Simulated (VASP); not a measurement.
Write the native input for VASP 6.6.1 that does the following.

```
Task                               : band structure
Functional                         : HSE06
Potentials or basis                : VASP PAW PBE potentials, release 64 (Ga_d, P)
Cutoff                             : 520 eV
k mesh                             : 4 × 4 × 4
Occupations                        : gaussian, width 0.03 eV
Spin                               : spin-orbit coupling, no magnetisation
Grid for exact exchange (PRECFOCK) : Fast
Screening parameter                : 0.2 1/A
Further INCAR settings             : ALGO = Normal; EDIFF = 1e-06
```

The system is GaP.

```
CELL_PARAMETERS angstrom
0.00000 2.71842 2.71842
2.71842 0.00000 2.71842
2.71842 2.71842 0.00000
ATOMIC_POSITIONS crystal
Ga 0.00000 0.00000 0.00000
P 0.25000 0.25000 0.25000
```

One way to write it, as run:

POSCAR

```
GaP                                     
1.0
    0.0000000000      2.7184163014      2.7184163014
    2.7184163014      0.0000000000      2.7184163014
    2.7184163014      2.7184163014      0.0000000000
  Ga              P             
     1     1
Direct
     0.0000000000000000    0.0000000000000000    0.0000000000000000
     0.2500000000000000    0.2500000000000000    0.2500000000000000
```

INCAR.step1

```
PREC     = Accurate       # precision mode
ENCUT    = 520            # plane-wave cutoff, eV
EDIFF    = 1E-5           # SCF threshold, eV
ISMEAR   = 0              # smearing method
SIGMA    = 0.03           # smearing width, eV
LREAL    = False          # projectors in reciprocal space
LASPH    = True           # aspherical terms in the spheres
NELM     = 80             # most SCF steps
ALGO     = Normal         # electronic algorithm
ISIF     = 2              # what is computed and relaxed
LWAVE    = True           # write WAVECAR
LCHARG   = False          # write CHGCAR
MAGMOM   = 0 0 0 0 0 0    # initial moments
LORBIT   = 11             # projections on sites
LSORBIT  = True           # spin-orbit coupling
GGA_COMPAT= False        
KPAR     = 4            
GGA      = PE             # functional
```

INCAR.step2

```
PREC     = Accurate       # precision mode
ENCUT    = 520            # plane-wave cutoff, eV
EDIFF    = 1E-6           # SCF threshold, eV
ISMEAR   = 0              # smearing method
SIGMA    = 0.03           # smearing width, eV
LREAL    = False          # projectors in reciprocal space
LASPH    = True           # aspherical terms in the spheres
NELM     = 80             # most SCF steps
ALGO     = Normal         # electronic algorithm
ISIF     = 2              # what is computed and relaxed
LWAVE    = False          # write WAVECAR
LCHARG   = False          # write CHGCAR
MAGMOM   = 0 0 0 0 0 0    # initial moments
LORBIT   = 11             # projections on sites
LSORBIT  = True           # spin-orbit coupling
GGA_COMPAT= False        
GGA      = PE             # functional
LHFCALC  = True           # exact exchange
HFSCREEN = 0.2            # screening, 1/A
PRECFOCK = Fast         
KPAR     = 4            
ISTART   = 1
```

KPOINTS

```
Automatic mesh
0
Gamma
  4 4 4
```

KPOINTS_OPT

```
explicit points
6
Reciprocal
 0.0000000000  0.0000000000  0.0000000000 1
 0.3750000000  0.3750000000  0.7500000000 1
 0.5000000000  0.5000000000  0.5000000000 1
 0.6250000000  0.2500000000  0.6250000000 1
 0.5000000000  0.2500000000  0.7500000000 1
 0.5000000000  0.0000000000  0.5000000000 1
```

Potentials or basis: VASP PAW PBE potentials, release 64 (Ga_d, P).

Run with:

```console
$ cat potpaw_PBE.64/Ga_d/POTCAR potpaw_PBE.64/P/POTCAR > POTCAR
$ cp INCAR.step1 INCAR
$ mpirun -np 4 vasp_ncl > vasp.out
$ cp INCAR.step2 INCAR
$ mpirun -np 4 vasp_ncl > vasp.out
```

It gave:

```json
{
  "Pressure": "1.6 GPa",
  "Valence electrons inside the program's atomic spheres": "Ga 11.71; P 2.58"
}
```

Caveat: the k mesh is coarse (spacing up to 0.50 Å⁻¹), so the values aren't converged, least of all with exact exchange; the PAW data sets were made with another functional, which shifts forces and pressure a little.

It took 6.8 min on 4 MPI ranks on Intel(R) Xeon(R) Platinum 8488C (Sapphire Rapids), with other jobs on the host, peak memory 0.36 GiB a rank.
